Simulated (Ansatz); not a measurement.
# CoSn: energy and stress against strain

Aim: for CoSn, strain the cell along the Voigt pattern (0, 0, 1, 0, 0, 0).

Program: Ansatz 0.2.0. Level of theory: DFT PBE, scalar-relativistic, plane waves, PAW. These are calculated values, not measurements.

1 further run of the same task is left out (set aside as unsound or not needed).

## Step 1: The starting structure

Symmetry: P6/mmm, No. 191, hexagonal system. Conventional cell: a = 5.297 Å, b = 5.297 Å, c = 4.230 Å, α = 90.00°, β = 90.00°, γ = 120.00°. Around Co (site symmetry mmm) lie 6 Sn at 2.61 to 2.65 Å and 4 Co at 2.65 Å. Sn (site symmetry -6m2) is surrounded by 6 Co at 2.61 Å. Around Sn (site symmetry 6/mmm) lie 6 Co at 2.65 Å.

Coordinates:

```cif
data_structure
_symmetry_space_group_name_H-M 'P6/mmm'
_symmetry_Int_Tables_number 191
_cell_length_a 5.2966
_cell_length_b 5.2966
_cell_length_c 4.2303
_cell_angle_alpha 90.000
_cell_angle_beta 90.000
_cell_angle_gamma 120.000
_cell_volume 102.78
loop_
_atom_site_label
_atom_site_type_symbol
_atom_site_symmetry_multiplicity
_atom_site_Wyckoff_symbol
_atom_site_fract_x
_atom_site_fract_y
_atom_site_fract_z
_atom_site_occupancy
Co1 Co 3 f 0.00000 0.50000 0.00000 1
Sn1 Sn 2 d 0.66667 0.33333 0.50000 1
Sn2 Sn 1 a 0.00000 0.00000 0.00000 1
```

It goes back to an entry of the Materials Project.

This cell was relaxed beforehand with the same method: volume 17.13 Å³/atom, gap on the mesh none (metal).

## Step 2: The reference: the undisturbed cell on the scan's mesh

File input.yaml:

```yaml
crystal:
  lattice:
    - [5.2965850026, 0.0, 0.0]
    - [-2.6482925013, 4.5869771655, 0.0]
    - [0.0, 0.0, 4.2302876739]
  atoms:
    - { symbol: Co, position: [0.0, 0.5, 0.0] }
    - { symbol: Co, position: [0.5, 0.5, 0.0] }
    - { symbol: Co, position: [0.5, 0.0, 0.0] }
    - { symbol: Sn, position: [0.6666666667, 0.3333333333, 0.5] }
    - { symbol: Sn, position: [0.3333333333, 0.6666666667, 0.5] }
    - { symbol: Sn, position: [0.0, 0.0, 0.0] }
basis:
  ecutwfc: 420
kpoints:
  mp_grid: { grid: [12, 12, 12] }
hamiltonian:
  xc: pbe
scf:
  occupations: { method: gaussian, width: 0.15 }
output:
  forces: true
  stress: true
  eigenvalues: true
```

Command:

```bash
$ ansatz run input.yaml --threads 1 --pin off --max-ram 2560MiB --backend cpu --events-out ev --progress --plain --runs-dir out
```

## Step 3: Setting up energy and stress against strain

The cell is strained by ε times the Voigt pattern (0, 0, 1, 0, 0, 0) (xx, yy, zz, yz, xz, xy; engineering shear), with fractional coordinates fixed (clamped ions). The stress on the pattern is the sum of the stress components weighted by it, tension positive.

## Step 4: ε = -0.0200

Edit input.yaml of step 2 so:

```diff
@@ -4,3 +4,3 @@
     - [-2.6482925013, 4.5869771655, 0.0]
-    - [0.0, 0.0, 4.2302876739]
+    - [0.0, 0.0, 4.1456819204]
   atoms:
```

## Step 5: Point ε = 0.0150

Edit input.yaml of step 4 so:

```diff
@@ -4,3 +4,3 @@
     - [-2.6482925013, 4.5869771655, 0.0]
-    - [0.0, 0.0, 4.1456819204]
+    - [0.0, 0.0, 4.293741989]
   atoms:
```

## Step 6: ε = -0.0100

Edit input.yaml of step 5 so:

```diff
@@ -4,3 +4,3 @@
     - [-2.6482925013, 4.5869771655, 0.0]
-    - [0.0, 0.0, 4.293741989]
+    - [0.0, 0.0, 4.1879847972]
   atoms:
```

## Step 7: ε = 0.0050

Edit input.yaml of step 6 so:

```diff
@@ -4,3 +4,3 @@
     - [-2.6482925013, 4.5869771655, 0.0]
-    - [0.0, 0.0, 4.1879847972]
+    - [0.0, 0.0, 4.2514391123]
   atoms:
```

(Steps that only read results are left out.)

Q: Predict the outcome of this session. Wanted: slope of the stress at ε = 0, from the points at -0.0100, 0 and 0.0050.

**Answer**, as computed:

| quantity | value |
| --- | --- |
| slope of the stress at ε = 0, from the points at -0.0100, 0 and 0.0050 | 253 GPa |

**Reading.** The slope of the stress at zero strain, 253 GPa, estimates C33 with clamped ions in this Cartesian frame; letting the atoms relax could not make it stiffer. No sampled point lies below the undisturbed cell. The final runs have no spin polarisation, so no magnetic state was tried and one may lie lower.
